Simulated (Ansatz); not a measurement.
**Cd: stress in a strained cell**

Aim: deform Cd (zz strain of +3 %) and compute stress, forces and field gradients with LAPW, PAW and all-electron datasets made for the crystal.

Computed with Ansatz 0.2.0 (DFT PBE, scalar-relativistic, unless a step's input says otherwise).

## Step 1: Starting point

Symmetry: P6_3/mmc, No. 194, hexagonal system. Conventional cell: a = 2.979 Å, b = 2.979 Å, c = 5.618 Å, α = 90.00°, β = 90.00°, γ = 120.00°. Around Cd (site symmetry -6m2) lie 12 Cd at 2.98 to 3.29 Å.

Structure file:

```
Cd
1.0
     2.97887    0.00000    0.00000
    -1.48944    2.57978    0.00000
     0.00000    0.00000    5.61765
Cd
2
Cartesian
  0.0000 1.7199 1.4044
  1.4894 0.8599 4.2132
```

Atoms are numbered in the order of the input: Cd1, Cd2.

## Step 2: The deformed structure

Space group P6_3/mmc before, P6_3/mmc after.

## Step 3: LAPW, all electrons

input.yaml reads:

```yaml
crystal:
  lattice:
    - [2.9788725081, 0.0, 0.0]
    - [-1.489436254, 2.5797792666, 0.0]
    - [0.0, 0.0, 5.7861795]
  atoms:
    - { symbol: Cd, position: [0.3333333333, 0.6666666667, 0.25] }
    - { symbol: Cd, position: [0.6666666667, 0.3333333333, 0.75] }
kpoints:
  mp_grid: { grid: [14, 14, 7] }
  band_path:
    path:
      - [0.0, 0.0, 0.0]
      - [0.5, 0.0, 0.0]
      - [0.3333333333, 0.3333333333, 0.0]
      - [0.0, 0.0, 0.0]
      - [0.0, 0.0, 0.5]
      - [0.5, 0.0, 0.5]
      - [0.3333333333, 0.3333333333, 0.5]
      - [0.0, 0.0, 0.5]
      - [0.5, 0.0, 0.5]
    npoints: 5
scf:
  occupations: { method: fermi_dirac, width: 0.05 }
hamiltonian:
  xc: pbe
  pseudopotentials: { kind: all_electron, lapw: { basis_error: 0.00025 } }
output:
  forces: true
  stress: true
  eigenvalues: true
```

Launch:

```sh
ansatz run input.yaml --threads 1 --pin off --max-ram 3072MiB --backend cpu --events-out ev --progress --plain --runs-dir out
```

Standard output (excerpt; [...] marks lines left out):

```text
LAPW: plane waves up to 8.233 Å⁻¹, error target 2.5e-4 eV per atom; small_component_spin mean_spin; Cd in spheres of 1.489 Å, 20 of its electrons in bands, Dirac shells []
[...]
Pseudopotentials: kind: all_electron
Pseudopotential: Cd, LAPW, valence charge 20, Koelling and Harmon's equation, gaussian nucleus
Functional definition: PBE
[...]
Crystal: 2 atoms, lattice volume = 44.466 Å³
Basis set: ecut = 258.23391781070046 eV, 411 PW (Γ), exchange–correlation at level 2
Bands: 24, of which v1, the nominal top of the filled ones, is band 20 counted from 1 (19 counted from 0)
Symmetry: 24 space group operations
Space group: P63/mmc (ITA 194), of the structure as read, at distance tolerance 3.5e-5 Å
k-points: 96 of 1372
[...]
SCF iter   1: F=—  HF=-304470.967699 eV  |F-HF|=—  |Δ(HF+E_count)|=         —  Δρ=1.35e-2  dr2=6.40e-2  ethr=1.59e-4  ⟨swp⟩=3.0  Hψ=15698  notcnv=0
[...]
SCF iter   8: F=-304470.865930 eV  HF=-304470.865930 eV  |F-HF|=4.89e-9  |Δ(HF+E_count)|=   2.99e-8  Δρ=8.75e-6  dr2=3.92e-8  ethr=1.65e-9  ⟨swp⟩=2.1  Hψ=6656  notcnv=0
[...]
NSCF: frozen V_eff on 41 k-points
SCF converged after 8 iterations
Free energy (F): -304470.865930 eV
[...]
E sigma→0 (E₀):  -304470.862337 eV
Entropy (-TS):   -0.007186 eV (-3.593 meV/atom)
Fermi energy:    15.320237 eV
[...]
--- Forces (eV/Å), atoms counted from 1 ---
  atom   1  Cd     0.00000000    -0.00000000     0.00000000
  atom   2  Cd    -0.00000000     0.00000000    -0.00000000
[...]
--- Stress (GPa, compression-positive) ---
        2.338564       0.000000       0.000000
        0.000000       2.338564       0.000000
        0.000000       0.000000       0.705146
  P = ⅓ Tr σ = 1.7941 GPa (17.941 kbar)
--- Band table (eV; the first three rows and the last of 96) ---
  k-point 0: bands = ["-87.8159", "-87.8151", "-48.8739", "-48.8596", "-48.8352", "-48.8352", "-48.8337", "-48.8337", "5.4487", "5.6599", "6.0573", "6.0573", "6.0982", "6.0982", "6.5996", "6.5996", "6.6154", "6.8018", "6.8018", "11.9151", "12.2630", "24.7202", "29.1004", "29.1679"]
[...]
```

Run time: 21 s. Hardware: 1 thread of Intel Xeon Platinum 8488C (Sapphire Rapids), shared host; peak memory 0.49 GiB.

This run gives: pressure 1.79 GPa; no gap.

## Step 4: PAW on the default files

input.yaml reads:

```yaml
crystal:
  lattice:
    - [2.9788725081, 0.0, 0.0]
    - [-1.489436254, 2.5797792666, 0.0]
    - [0.0, 0.0, 5.7861795]
  atoms:
    - { symbol: Cd, position: [0.3333333333, 0.6666666667, 0.25] }
    - { symbol: Cd, position: [0.6666666667, 0.3333333333, 0.75] }
kpoints:
  mp_grid: { grid: [14, 14, 7] }
scf:
  occupations: { method: fermi_dirac, width: 0.05 }
hamiltonian:
  xc: pbe
  pseudopotentials: { kind: paw }
output:
  forces: true
  stress: true
  eigenvalues: true
  efg: { contact_densities: true }
```

Launch:

```sh
ansatz run input.yaml --threads 1 --pin off --max-ram 3072MiB --backend cpu --events-out ev --progress --plain --runs-dir out
```

Standard output (excerpt; [...] marks lines left out):

```text
Cd: output.efg is read without spin–orbit coupling, which moves field gradients at and beside such atoms by some per cent and up to a factor of two; PAW files take it under magnetization.noncollinear and magnetization.spin_orbit
[...]
Pseudopotentials: kind: paw
Pseudopotential: Cd, paw, valence charge 20, recommended cutoff 420 eV (normal)
Functional definition: PBE
[...]
Crystal: 2 atoms, lattice volume = 44.466 Å³
Basis set: ecut = 420 eV, 835 PW (Γ), exchange–correlation on 40×40×80 points (8 copies of the dense FFT grid, shifted against one another)
Bands: 24, of which v1, the nominal top of the filled ones, is band 20 counted from 1 (19 counted from 0)
Symmetry: 24 space group operations
Space group: P63/mmc (ITA 194), of the structure as read, at distance tolerance 3.5e-5 Å
k-points: 96 of 1372
[...]
Free energy (F): -16508.889277 eV
[...]
E sigma→0 (E₀):  -16508.885681 eV
Entropy (-TS):   -0.007192 eV (-3.596 meV/atom)
Fermi energy:    14.215080 eV
[...]
--- Forces (eV/Å), atoms counted from 1 ---
  atom   1  Cd     0.00000000    -0.00000000     0.00000000
  atom   2  Cd    -0.00000000     0.00000000    -0.00000000
[...]
--- Stress (GPa, compression-positive) ---
        2.336561       0.000000       0.000000
        0.000000       2.336561       0.000000
        0.000000       0.000000       0.702708
  P = ⅓ Tr σ = 1.7919 GPa (17.919 kbar)
--- PAW observables at the nuclei: V_zz in 10²¹ V/m², potentials from the cell's mean, atoms counted from 1 ---
  atom   1  Cd V_zz =    +8.876883   η = 0.0000   by run symmetry: allowed
            electrostatic potential = -7709.814810 V   contact ρ = 1035947.410426 e/Å³
  atom   2  Cd V_zz =    +8.876883   η = 0.0000   by run symmetry: allowed
            electrostatic potential = -7709.814810 V   contact ρ = 1035947.410426 e/Å³
--- Band table (eV; the first three rows and the last of 96) ---
[... band rows left out ...]
[...]
```

Wall time 3.6 s (1 thread of Intel Xeon Platinum 8488C (Sapphire Rapids), shared host); peak memory 0.43 GiB.

This run gives: pressure 1.79 GPa; no gap; Vzz Cd1 8.88 (η = 0.00) (10²¹ V/m²).

## Step 5: All-electron PAW on datasets made for the crystal

Changes to input.yaml since step 4:

```diff
@@ -14,3 +14,3 @@
   xc: pbe
-  pseudopotentials: { kind: paw }
+  pseudopotentials: { kind: all_electron, datasets: crystal }
 output:
```

Launch:

```sh
ansatz run input.yaml --threads 1 --pin off --max-ram 3072MiB --backend cpu --events-out ev --progress --plain --runs-dir out
```

Standard output (excerpt; [...] marks lines left out):

```text
[...]
band count auto-derived: 17 (N_el = 24.0; filled up to band 12; 16 by the electrons, moments and atoms)
Cd: output.efg is read without spin–orbit coupling, which moves field gradients at and beside such atoms by some per cent and up to a factor of two; PAW files take it under magnetization.noncollinear and magnetization.spin_orbit
[...]
Pseudopotentials: kind: all_electron
Pseudopotential: Cd, paw, valence charge 12, recommended cutoff 260 eV (normal), Koelling and Harmon's equation, gaussian nucleus
Functional definition: PBE
[...]
Crystal: 2 atoms, lattice volume = 44.466 Å³
Basis set: ecut = 260 eV, 411 PW (Γ), exchange–correlation on 32×32×64 points (8 copies of the dense FFT grid, shifted against one another)
Bands: 17, of which v1, the nominal top of the filled ones, is band 12 counted from 1 (11 counted from 0)
Symmetry: 24 space group operations
[...]
--- Forces (eV/Å), atoms counted from 1 ---
  atom   1  Cd     0.00000000    -0.00000000     0.00000000
  atom   2  Cd    -0.00000000     0.00000000    -0.00000000
[...]
--- Stress (GPa, compression-positive) ---
        2.338414      -0.000000       0.000000
        0.000000       2.338414       0.000000
        0.000000       0.000000       0.704765
  P = ⅓ Tr σ = 1.7939 GPa (17.939 kbar)
--- PAW observables at the nuclei: V_zz in 10²¹ V/m², potentials from the cell's mean, atoms counted from 1 ---
  atom   1  Cd V_zz =    +9.023309   η = 0.0000   by run symmetry: allowed
            electrostatic potential = -7709.772829 V   contact ρ = 1035927.770534 e/Å³
  atom   2  Cd V_zz =    +9.023309   η = 0.0000   by run symmetry: allowed
            electrostatic potential = -7709.772829 V   contact ρ = 1035927.770534 e/Å³
--- Band table (eV; the first three rows and the last of 96) ---
  k-point 0: bands = ["5.4488", "5.6600", "6.0573", "6.0573", "6.0981", "6.0981", "6.5997", "6.5997", "6.6153", "6.8019", "6.8019", "11.9151", "12.2629", "24.7202", "29.1002"]
[...]
```

It took 9 s on 1 thread of Intel Xeon Platinum 8488C (Sapphire Rapids), shared host; peak memory 0.46 GiB.

Result: pressure 1.79 GPa; no gap; Vzz Cd1 9.02 (η = 0.00) (10²¹ V/m²).

## Step 6: Side by side

Stress (GPa, compression positive):

```
          method    xx    yy    zz    yz    xz    xy
            LAPW  2.34  2.34  0.71  0.00  0.00  0.00
             PAW  2.34  2.34  0.70  0.00  0.00  0.00
crystal datasets  2.34  2.34  0.70  0.00  0.00  0.00
```

```
          method  pressure (GPa)  Vzz Cd1 (10²¹ V/m²)  SCF cycles, all passes
            LAPW            1.79                    –                       8
             PAW            1.79                 8.88                       6
crystal datasets            1.79                 9.02                       9
```

## Step 7: What came out

```
                                 quantity                                           value
                                 pressure  LAPW 1.79, PAW 1.79, crystal datasets 1.79 GPa
largest shear or deviatoric stress (LAPW)                                        1.09 GPa
```

**Reading.** The largest part of the stress beyond the pressure is 1.09 GPa in size, in the zz component; the atoms are carried along and not relaxed. No run of the undeformed cell stands beside it, so the pressure holds what the given cell had before the change. PAW: stress within 0.01 GPa of LAPW. Crystal datasets: stress within 0.01 GPa of LAPW.
